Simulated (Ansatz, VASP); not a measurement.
## Li2O: VASP beside Ansatz

```
CELL_PARAMETERS angstrom
0.00000 2.28637 2.28637
2.28637 0.00000 2.28637
2.28637 2.28637 0.00000
ATOMIC_POSITIONS crystal
Li 0.25000 0.25000 0.25000
Li 0.75000 0.75000 0.75000
O 0.00000 0.00000 0.00000
```

Alike in both runs: task single point; functional r2SCAN; k mesh 6 × 6 × 6; no spin polarisation.

|  | VASP | Ansatz |
| --- | --- | --- |
| version | VASP 6.6.1 | Ansatz 0.2.0 |
| potentials or method | VASP PAW PBE potentials, release 64 (Li_sv, O) | plane waves, PAW |
| plane-wave cutoff (eV) | 520 | 500 |
| occupations | gaussian, width 0.01 eV | fixed |
| valence electrons in the cell | 12 | 12 |

|  | VASP | Ansatz | Ansatz less VASP |
| --- | --- | --- | --- |
| gap on the k mesh at the Fermi level (eV) | 5.73 | 5.77 | +0.042 |

Caveats: the PAW data sets were made with another functional, which shifts forces and pressure a little (VASP). r2SCAN opens gaps a little over a GGA but as a rule still falls short of measured ones. A k mesh can miss the band edges.
